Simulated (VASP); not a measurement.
**MgS in VASP: how settings move the PBEsol single point**

Aim: see what changed inputs do to the PBEsol single point of MgS in the rocksalt structure.

Program: VASP 6.6.1. PAW datasets, plane waves. No spin polarisation and no zero-point or thermal motion.

## 1. The system as given

The cell comes from an earlier relaxation with r2SCAN in another program.

The symmetry is Fm-3m (No. 225, cubic); conventional cell a = 5.203 Å, 17.61 Å³ an atom. Near Mg stand 6 S at 2.60 Å; near S stand 6 Mg at 2.60 Å.

Structure file:

```xyz
2
Lattice="0.0000 2.6015 2.6015 2.6015 0.0000 2.6015 2.6015 2.6015 0.0000" Properties=species:S:1:pos:R:3 pbc="T T T"
Mg    0.0000    0.0000    0.0000
S     2.6015    2.6015    2.6015
```

## 2. The reference run

File INCAR:

```
ENCUT = 520.000000
SIGMA = 0.010000
EDIFF = 1.00e-07
GGA = PS
PREC = Accurate
IBRION = -1
ISIF = 2
ISMEAR = 0
NBANDS = 11
NELM = 120
NSW = 0
LASPH = .TRUE.
LCHARG = .FALSE.
LWAVE = .FALSE.
LREAL = .FALSE.
```

File KPOINTS:

```
KPOINTS created by Atomic Simulation Environment
0
Gamma
8 8 8
0 0 0
```

File POSCAR:

```
Mg S
 1.0000000000000000
     0.0000000000000000    2.6015179371121850    2.6015179371121850
     2.6015179371121850   -0.0000000000000000    2.6015179371121850
     2.6015179371121850    2.6015179371121850   -0.0000000000000000
 Mg  S
   1   1
Cartesian
 -0.0000000000000000 -0.0000000000000000  0.0000000000000000
  2.6015179371121850  2.6015179371121850  2.6015179371121850
```

A file KPOINTS_OPT adds named points for the levels; it doesn't enter the self-consistent loop.

Potentials: the recommended PBE PAW datasets, 8 valence electrons.

The run is started by

```sh
> mpirun -np 1 vasp_std
```

The closing lines of the self-consistent loop in OSZICAR:

```text
DAV:  11    -0.907338768834E+01    0.12962E-05   -0.39366E-06   758   0.103E-02    0.179E-02
DAV:  12    -0.907338744903E+01    0.23930E-06   -0.45910E-07   739   0.372E-03    0.559E-04
DAV:  13    -0.907338742825E+01    0.20783E-07   -0.18406E-08   424   0.621E-04
   1 F= -.90733874E+01 E0= -.90733874E+01  d E =-.224692E-25
```

Wall time 12 s (1 MPI rank of Intel Xeon Platinum 8488C, shared host); peak memory 0.16 GiB.

It gives: energy (σ→0) -9.0734 eV, pressure -1.12 GPa, gap on the mesh 2.70 eV.

## 3. Altered input 1

Edit INCAR of step 2 so:

```diff
@@ -15 +15,2 @@
 LREAL = .FALSE.
+IVDW = 12
```

KPOINTS is that of step 2.

POSCAR is that of step 2.

The run is started by

```sh
> mpirun -np 1 vasp_std
```

Standard output, without the iteration lines:

```text
POSCAR found type information on POSCAR MgS
 POSCAR found :  2 types and       2 ions
 -----------------------------------------------------------------------------
|                                                                             |
|                                                                             |
|     You enforced a specific xc type in the INCAR file but a different       |
|     I HOPE YOU KNOW WHAT YOU ARE DOING!                                     |
|                                                                             |
 -----------------------------------------------------------------------------

 LDA part: xc-table for (Slater+PW92), standard interpolation
 POSCAR, INCAR and KPOINTS ok, starting setup
 FFT: planning ... GRIDC
 FFT: planning ... GRID_SOFT
 FFT: planning ... GRID
 WAVECAR not read
 entering main loop
```

OSZICAR:

```text
N       E                     dE             d eps       ncg     rms          rms(c)
DAV:   1     0.200861225495E+02    0.20086E+02   -0.35480E+03   678   0.590E+02
DAV:   2    -0.813279871227E+01   -0.28219E+02   -0.26894E+02   802   0.100E+02
DAV:   3    -0.943653760428E+01   -0.13037E+01   -0.13020E+01   774   0.225E+01
DAV:   4    -0.944394922865E+01   -0.74116E-02   -0.74113E-02   784   0.205E+00
DAV:   5    -0.944400965586E+01   -0.60427E-04   -0.60427E-04   772   0.174E-01    0.411E+00
DAV:   6    -0.911720205042E+01    0.32681E+00   -0.69386E-01   736   0.323E+00    0.310E+00
DAV:   7    -0.907630999280E+01    0.40892E-01   -0.18340E-01   757   0.180E+00    0.192E+00
DAV:   8    -0.907360259765E+01    0.27074E-02   -0.10271E-02   707   0.584E-01    0.724E-01
DAV:   9    -0.907339666219E+01    0.20594E-03   -0.48479E-04   722   0.123E-01    0.315E-01
DAV:  10    -0.907338898456E+01    0.76776E-05   -0.17119E-04   737   0.575E-02    0.315E-02
DAV:  11    -0.907338768834E+01    0.12962E-05   -0.39366E-06   758   0.103E-02    0.179E-02
DAV:  12    -0.907338744903E+01    0.23930E-06   -0.45910E-07   739   0.372E-03    0.559E-04
DAV:  13    -0.907338742825E+01    0.20783E-07   -0.18406E-08   424   0.621E-04
   1 F= -.96747502E+01 E0= -.96747502E+01  d E =-.224692E-25
```

From OUTCAR:

```text
k-points           NKPTS =     29   k-points in BZ     NKDIM =     29   number of bands    NBANDS=     11

   NELECT =       8.0000    total number of electrons

   dimension x,y,z NGX =    28 NGY =   28 NGZ =   28
   dimension x,y,z NGXF=    56 NGYF=   56 NGZF=   56

  energy-cutoff  :      520.00
  volume of cell :       35.21
      direct lattice vectors                 reciprocal lattice vectors
     0.000000000  2.601517937  2.601517937    -0.192195484  0.192195484  0.192195484
     2.601517937  0.000000000  2.601517937     0.192195484 -0.192195484  0.192195484
     2.601517937  2.601517937  0.000000000     0.192195484  0.192195484 -0.192195484

 k-points in reciprocal lattice and weights: KPOINTS created by Atomic Simulation Env
   0.00000000  0.00000000  0.00000000       0.002
   0.12500000  0.00000000  0.00000000       0.016
   0.25000000  0.00000000  0.00000000       0.016
   0.37500000  0.00000000  0.00000000       0.016
   0.50000000  0.00000000  0.00000000       0.008
   0.12500000  0.12500000  0.00000000       0.012
   0.25000000  0.12500000  0.00000000       0.047
   0.37500000  0.12500000  0.00000000       0.047
[... 21 more k-points ...]

 E-fermi :   3.7464

 k-point     1 :       0.0000    0.0000    0.0000
  band No.  band energies     occupation
      1      -9.0075      2.00000
      2       3.6765      2.00000
      3       3.6765      2.00000
      4       3.6765      2.00000
      5       7.2709      0.00000
      6      11.5307      0.00000
      7      11.5307      0.00000
      8      11.5307      0.00000
      9      13.9882      0.00000
     10      13.9882      0.00000
     11      15.9734      0.00000

 k-point     2 :       0.1250    0.0000    0.0000
  band No.  band energies     occupation
      1      -8.8547      2.00000
      2       2.6066      2.00000
      3       3.5735      2.00000
      4       3.5735      2.00000
      5       8.0820      0.00000
      6      11.2013      0.00000
      7      11.7827      0.00000
      8      11.7827      0.00000
      9      13.3345      0.00000
     10      13.3345      0.00000
     11      16.2430      0.00000

 k-point     3 :       0.2500    0.0000    0.0000
  band No.  band energies     occupation
      1      -8.4408      2.00000
      2       0.8268      2.00000
      3       3.3494      2.00000
      4       3.3494      2.00000
      5       8.5067      0.00000
      6      11.4160      0.00000
      7      11.4160      0.00000
      8      11.8895      0.00000
      9      13.8934      0.00000
     10      13.8934      0.00000
     11      15.4381      0.00000

 k-point     4 :       0.3750    0.0000    0.0000
  band No.  band energies     occupation
      1      -7.9340      2.00000
      2      -0.6325      2.00000
      3       3.1525      2.00000
      4       3.1525      2.00000
      5       8.2201      0.00000
      6      10.7503      0.00000
      7      10.7503      0.00000
      8      13.3906      0.00000
      9      15.1013      0.00000
     10      15.8615      0.00000
     11      15.8615      0.00000

[... the tables of k-points 5 to 29 left out ...]

  Total      -0.86325    -0.86325    -0.86325     0.00000    -0.00000     0.00000
  in kB     -39.27682   -39.27682   -39.27682     0.00000    -0.00000     0.00000
  external pressure =      -39.28 kB  Pullay stress =        0.00 kB

 POSITION                                       TOTAL-FORCE (eV/Angst)
 -----------------------------------------------------------------------------------
      0.00000      0.00000      0.00000        -0.000000     -0.000000      0.000000
      2.60152      2.60152      2.60152         0.000000      0.000000     -0.000000
 -----------------------------------------------------------------------------------
    total drift:                                0.000000      0.000000      0.000000

  FREE ENERGIE OF THE ION-ELECTRON SYSTEM (eV)
  ---------------------------------------------------
  free  energy   TOTEN  =        -9.6747502490 eV

  energy  without entropy=       -9.6747502490  energy(sigma->0) =       -9.67475025
```

Run time: 13 s. Hardware: 1 MPI rank of Intel Xeon Platinum 8488C, shared host; peak memory 0.15 GiB.

Changed: IVDW = 12. VASP runs to the end. Its total energy is on another scale than the reference's; the pressure goes from -1.1 to -3.9 GPa. The dispersion term adds attraction between the atoms and leaves the bands as they are.

## 4. Altered input 2

Edit INCAR of step 2 so:

```diff
@@ -9,3 +9,2 @@
 NBANDS = 11
-NELM = 120
 NSW = 0
@@ -15 +14,3 @@
 LREAL = .FALSE.
+NELM = 65
+ALGO = Eigenval
```

KPOINTS is that of step 2.

POSCAR is that of step 2.

The run is started by

```sh
> mpirun -np 1 vasp_std
```

Printed to the terminal (iteration lines stand in OSZICAR):

```text
POSCAR found type information on POSCAR MgS
 POSCAR found :  2 types and       2 ions
 -----------------------------------------------------------------------------
|                                                                             |
|                                                                             |
|     You enforced a specific xc type in the INCAR file but a different       |
|     I HOPE YOU KNOW WHAT YOU ARE DOING!                                     |
|                                                                             |
 -----------------------------------------------------------------------------

 LDA part: xc-table for (Slater+PW92), standard interpolation
 POSCAR, INCAR and KPOINTS ok, starting setup
 FFT: planning ... GRIDC
 FFT: planning ... GRID_SOFT
 FFT: planning ... GRID
 WAVECAR not read
 entering main loop
 -----------------------------------------------------------------------------
|                                                                             |
|           W    W    AA    RRRRR   N    N  II  N    N   GGGG   !!!           |
|           W    W   A  A   R    R  NN   N  II  NN   N  G    G  !!!           |
|           W    W  A    A  R    R  N N  N  II  N N  N  G       !!!           |
|           W WW W  AAAAAA  RRRRR   N  N N  II  N  N N  G  GGG   !            |
|           WW  WW  A    A  R   R   N   NN  II  N   NN  G    G                |
|           W    W  A    A  R    R  N    N  II  N    N   GGGG   !!!           |
|                                                                             |
|     Your highest band is occupied at some k-points! Unless you are          |
|     performing a calculation for an insulator or semiconductor, without     |
|     unoccupied bands, you have included TOO FEW BANDS!! Please increase     |
|     the parameter NBANDS in file INCAR to ensure that the highest band      |
|     is unoccupied at all k-points. It is always recommended to include      |
|     a few unoccupied bands to accelerate the convergence of                 |
|     molecular-dynamics runs (even for insulators or semiconductors),        |
|     since the presence of unoccupied bands improves wavefunction            |
|     prediction and helps to suppress 'band-crossings'.                      |
|                                                                             |
 -----------------------------------------------------------------------------
```

OSZICAR:

```text
N       E                     dE             d eps       ncg     rms          rms(c)
EIG:   1     0.525825234102E+03    0.52583E+03    0.00000E+00     0   0.000E+00
EIG:   2     0.525825234102E+03   -0.13756E-10    0.00000E+00     0   0.000E+00
EIG:   3     0.525825234102E+03   -0.11369E-10    0.00000E+00     0   0.000E+00
EIG:   4     0.525825234102E+03    0.53433E-11    0.00000E+00     0   0.000E+00
EIG:   5     0.525825234102E+03    0.10914E-10    0.00000E+00     0   0.000E+00    0.125E+02
EIG:   6     0.547185875033E+03    0.21361E+02    0.00000E+00     0   0.000E+00    0.754E+01
EIG:   7     0.563509679957E+03    0.16324E+02    0.00000E+00     0   0.000E+00    0.295E+00
EIG:   8     0.563855476029E+03    0.34580E+00    0.00000E+00     0   0.000E+00    0.199E-01
EIG:   9     0.563857112774E+03    0.16367E-02    0.00000E+00     0   0.000E+00    0.328E-02
EIG:  10     0.563857150759E+03    0.37985E-04    0.00000E+00     0   0.000E+00    0.209E-03
EIG:  11     0.563857151415E+03    0.65631E-06    0.00000E+00     0   0.000E+00    0.130E-03
EIG:  12     0.563857151515E+03    0.10003E-06    0.00000E+00     0   0.000E+00    0.476E-05
EIG:  13     0.563857151540E+03    0.25189E-07    0.00000E+00     0   0.000E+00
   1 F= 0.56385715E+03 E0= 0.56385718E+03  d E =-.664537E-04
```

OUTCAR, selected sections:

```text
k-points           NKPTS =     29   k-points in BZ     NKDIM =     29   number of bands    NBANDS=     11

   NELECT =       8.0000    total number of electrons

   dimension x,y,z NGX =    28 NGY =   28 NGZ =   28
   dimension x,y,z NGXF=    56 NGYF=   56 NGZF=   56

  energy-cutoff  :      520.00
  volume of cell :       35.21
      direct lattice vectors                 reciprocal lattice vectors
     0.000000000  2.601517937  2.601517937    -0.192195484  0.192195484  0.192195484
     2.601517937  0.000000000  2.601517937     0.192195484 -0.192195484  0.192195484
     2.601517937  2.601517937  0.000000000     0.192195484  0.192195484 -0.192195484

 k-points in reciprocal lattice and weights: KPOINTS created by Atomic Simulation Env
   0.00000000  0.00000000  0.00000000       0.002
   0.12500000  0.00000000  0.00000000       0.016
   0.25000000  0.00000000  0.00000000       0.016
   0.37500000  0.00000000  0.00000000       0.016
   0.50000000  0.00000000  0.00000000       0.008
   0.12500000  0.12500000  0.00000000       0.012
   0.25000000  0.12500000  0.00000000       0.047
   0.37500000  0.12500000  0.00000000       0.047
[... 21 more k-points ...]

 E-fermi :  23.7879

 k-point     1 :       0.0000    0.0000    0.0000
  band No.  band energies     occupation
      1      -6.3594      2.00000
      2      36.6592      2.00000
      3      53.5692      2.00000
      4      64.6325      2.00000
      5      69.7471      2.00000
      6      76.2686      2.00000
      7      87.3215      2.00000
      8      91.3652      2.00000
      9     103.9962      2.00000
     10     108.9938      2.00000
     11     133.6218      2.00000

 k-point     2 :       0.1250    0.0000    0.0000
  band No.  band energies     occupation
      1      -5.5937      2.00000
      2      30.6319      2.00000
      3      46.1468      2.00000
      4      52.7422      2.00000
      5      63.5528      2.00000
      6      71.7817      2.00000
      7      85.1515      2.00000
      8      97.0357      2.00000
      9      97.5309      2.00000
     10     110.8169      2.00000
     11     124.0143      2.00000

 k-point     3 :       0.2500    0.0000    0.0000
  band No.  band energies     occupation
      1      -4.6729      2.00000
      2      26.0620      2.00000
      3      46.3127      0.00000
      4      57.1283      0.00000
      5      56.5288      0.00000
      6      65.7838      0.00000
      7      74.3420      2.00000
      8      82.9437      2.00000
      9     108.2754      0.00000
     10     114.6669      0.00000
     11     130.0289      2.00000

 k-point     4 :       0.3750    0.0000    0.0000
  band No.  band energies     occupation
      1      -2.9656      2.00000
      2      25.4227      0.00000
      3      36.3443      0.00000
      4      45.4065      0.00000
      5      71.8531      2.00000
      6      72.4897      0.00000
      7      80.4674      2.00000
      8      90.4772      2.00000
      9     103.1402      2.00000
     10     124.7574      2.00000
     11     123.6733      0.00000

[... the tables of k-points 5 to 29 left out ...]

  Total      300.9804591    300.9804591    300.9804591     -0.0000000      0.0000000      0.0000000
  in kB    13694.2550804  13694.2550804  13694.2550804     -0.0000000      0.0000000      0.0000000
  external PRESSURE =   13694.2550804 kB  Pullay stress =       0.0000000 kB

 POSITION                                       TOTAL-FORCE (eV/Angst)
 -----------------------------------------------------------------------------------
      0.00000      0.00000      0.00000         0.000000      0.000000     -0.000000
      2.60152      2.60152      2.60152         0.000000     -0.000000      0.000000
 -----------------------------------------------------------------------------------
    total drift:                               -0.000000     -0.000000     -0.000000

  FREE ENERGIE OF THE ION-ELECTRON SYSTEM (eV)
  ---------------------------------------------------
  free  energy   TOTEN  =       563.8571515403 eV

  energy  without entropy=      563.8572179940  energy(sigma->0) =      563.85718477
```

It took 5.1 s on 1 MPI rank of Intel Xeon Platinum 8488C, shared host; peak memory 0.15 GiB.

Changed: ALGO = Eigenval. The run ends normally. Against the reference the energy moves by +286.47 eV/atom; the pressure goes from -1.1 to 1369.4 GPa, the gap on the mesh goes from 2.70 to -19.66 eV.

This ALGO doesn't optimise the orbitals; it needs converged ones from a WAVECAR, and there is none. The result is off the reference.

The cure: use ALGO = Normal, or supply a converged WAVECAR.

## 5. Comparison

| run | changed | ending | energy change (meV/atom) | pressure (GPa) | gap on the mesh (eV; negative: overlap) | electronic steps | time | usable |
| --- | --- | --- | --- | --- | --- | --- | --- | --- |
| ref. | – | converged | 0 | -1.1 | 2.70 | 13 | 12 s | yes |
| 1 | IVDW = 12 | converged | – | -3.9 | 2.70 | 13 | 13 s | yes |
| 2 | ALGO = Eigenval | converged | 286465.3 | 1369.4 | -19.66 | – | 5.1 s | no |

What this shows: Of 2 altered inputs, 1 ended normally on a faulty or unsound input, 1 gave usable results.
